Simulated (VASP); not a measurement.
**Nb: single point with PBE**

Nb:

```
CELL_PARAMETERS angstrom
0.00000 2.10923 2.10923
2.10923 0.00000 2.10923
2.10923 2.10923 0.00000
ATOMIC_POSITIONS crystal
Nb 0.00000 0.00000 0.00000
```

This isn't the form of Nb at room conditions, which is bcc.

```json
{"Program": "VASP 6.6.1", "Task": "single point", "Functional": "PBE", "Potentials or basis": "VASP PAW PBE potentials, release 64 (Nb_sv)", "Cutoff": "520 eV", "k mesh": "18 × 18 × 18", "Occupations": "gaussian, width 0.1 eV", "Spin": "no spin polarisation"}
```

* Pressure: -0.4 GPa
* Band gap on the k mesh: none (metal or under the smearing width)

Levels at points of the mesh, in eV from the Fermi level:
| k point | band 2 | band 3 | band 4 | band 5 | band 6 | band 7 | band 8 | band 9 | band 10 | band 11 |
| --- | --- | --- | --- | --- | --- | --- | --- | --- | --- | --- |
| (0.00, 0.00, 0.00) | -30.19 | -30.19 | -30.19 | -6.23 | 0.10 | 0.10 | 0.10 | 2.69 | 2.69 | 11.81 |
| (0.50, 0.00, 0.00) | -31.38 | -30.34 | -30.34 | -3.84 | -0.09 | -0.09 | 1.36 | 4.65 | 4.65 | 10.44 |
| (0.50, 0.50, 0.00) | -31.30 | -30.61 | -30.61 | -4.06 | -3.32 | 3.58 | 4.63 | 5.21 | 5.21 | 11.25 |

Wall time 37 s on 1 thread of AMD EPYC 9R45 96-Core Processor (Zen 5), with other jobs on the host, peak memory 0.14 GiB.
